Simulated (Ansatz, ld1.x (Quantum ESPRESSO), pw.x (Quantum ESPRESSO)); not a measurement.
**Equation-of-state test of one TM potential (scandium)**

```json
{
 "Element": "scandium",
 "Generator": "ld1.x (Quantum ESPRESSO) 7.5",
 "Type": "norm-conserving Troullier–Martins (Kleinman–Bylander form)",
 "Functional": "PBE",
 "Relativity": "scalar-relativistic",
 "Frozen core": "[Ar]",
 "Valence charge": "3",
 "Reference configuration": "3d2 4s1 4p0",
 "Partial waves": "4s (bound): rc 3.15 bohr; 3d (bound): rc 2.10 bohr; 4p (bound, empty): rc 3.80 bohr",
 "Local potential": "the p channel",
 "Core correction": "Bessel-smoothed model core inside 1.50 bohr"
}
```

Atomic tests: cutoffs needed: 45 Ry and 50 Ry (the cutoffs (Ry, on a coarse ladder) from which the occupation-weighted sum of valence levels, in a spherical-Bessel basis at the reference potential, stays within 10 and 1 mRy of its value at 400 Ry); ghost test: no extra level below or beside the all-electron valence levels (s, d, p, f tested) (spherical-Bessel basis up to 400 Ry, 20 bohr box); configuration tests: 1 of 7 tests not solved or not reliable.

Crystal test: fcc Sc in pw.x 7.5, no spin, 12³ k-points, Fermi–Dirac smearing 0.01 Ry, cutoffs 60/240 Ry. The reference is all-electron LAPW (Ansatz 0.2.0) with the same functional, mesh and smearing; V0 and B0 come from Birch–Murnaghan fits to the pressures at five volumes. Errors are pseudo minus all-electron; Δ is the rms difference of the E(V) curves that follow from these fits, minima aligned, over ±6 % about the mean V0. Mesh and smearing are coarse, so the numbers serve the comparison and aren't converged zero-temperature values; the lattice is a test structure that the element need not adopt.

All-electron: a0 = 4.633 Å (V0 = 24.86 Å³/atom), B0 = 50.8 GPa.

Problem. How far does the potential miss the all-electron equation of state?

Solution. mean pressure error (GPa): +2.63; a0 (Å): 4.703; a0 error (%): +1.50; B0 error (%): +5.0; Δ (meV/atom): 13.1. The largest radius (3.80 bohr) exceeds half the bond length (3.10 bohr), so the spheres overlap, which is one possible source of error among others. This is a poor potential for the solid. Atomic configuration tests: 1 of 7 tests not solved or not reliable. The logarithmic derivative shows an extra or strongly shifted pseudo pole above the reference energy (s near 1.04 Ry).

```
V (Å³/atom)  P all-electron (GPa)  P pseudo (GPa)
     23.612                  2.83            6.09
     24.234                  1.35            4.25
     24.855                  0.01            2.60
     25.476                 -1.19            1.12
     26.098                 -2.28           -0.20
```

Problem. At the middle volume, how do free energy and pressure move when the wave cutoff is lowered (ecutrho kept at four times it)?

Solution.

```
cutoff (Ry)  shift of F (meV/atom)  shift of P (GPa)
         27                +2046.1            -28.78
         36                 +402.5            -12.02
         48                  +17.7             -1.09
```

The run at the middle volume (72 k-points, 9 iterations) took about 7 s on one core of a shared host (Neoverse-V1, 32 threads, 247 GiB, load 12).
